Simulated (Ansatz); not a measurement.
CdSe (Cadmoselite) under changes of volume

One of the cells (28.102 Å³/atom); the others are scaled copies at fixed shape and fractional positions:

```
Cd Se
1.0
     4.30000    0.00000    0.00000
    -2.15000    3.72391    0.00000
     0.00000    0.00000    7.02000
Cd Se
2 2
Direct
  0.66667 0.33333 0.50000
  0.33333 0.66667 0.00000
  0.66667 0.33333 0.88500
  0.33333 0.66667 0.38500
```

```yaml
Program: Ansatz 0.2.0
Functional: PBE
Potentials_or_basis: Ansatz PAW
Cutoff: "420 eV (not typed: the program's choice for these potentials)"
k_mesh: 7 × 7 × 4
Occupations: fermi-dirac, width 0.05 eV
Spin: no spin polarisation
```

| volume (Å³/atom) | energy over the lowest point (meV/atom) | pressure (GPa) | gap on the mesh (eV) | largest force (eV/Å) |
| --- | --- | --- | --- | --- |
| 26.416 | 67.38 | 7.1 | 0.83 | 0.350 |
| 26.978 | 45.09 | 5.6 | 0.79 | 0.325 |
| 27.540 | 27.87 | 4.2 | 0.75 | 0.303 |
| 28.102 | ? | ? | ? | ? |
| 28.665 | 6.59 | 1.9 | 0.66 | 0.262 |
| 29.227 | 1.65 | 0.9 | 0.62 | 0.244 |
| 29.789 | 0.00 | 0.0 | 0.57 | 0.227 |

Q: What does the run at 28.102 Å³/atom give?

A: Energy over the lowest point 15.20 meV/atom; pressure 3.0 GPa; gap on the mesh 0.70 eV; largest force 0.282 eV/Å.

Worked out: A Birch-Murnaghan fit of order 3 (a polynomial in V^(-2/3)) to the other rows has its minimum at 29.81 Å³/atom, just outside them, with B0 = V·E''(V) = 44 GPa and B' = 4.7 at fixed shape and positions, which overstates the stiffness. It gives 15.20 meV/atom at 28.102 Å³/atom, against the run's 15.20, and -dE/dV = 3.0 GPa, against 3.0. A straight line through the other rows of the gap, of slope -2.16 eV per unit of ln V (its deformation potential), gives 0.70 eV, against the run's 0.70.

Energies are extrapolated to zero smearing.

Caveats: odd divisions of the mesh miss points on the zone boundary, where band edges often lie, so the gap on the mesh can be too wide.

Spin-orbit coupling on Cd, Se is left out.
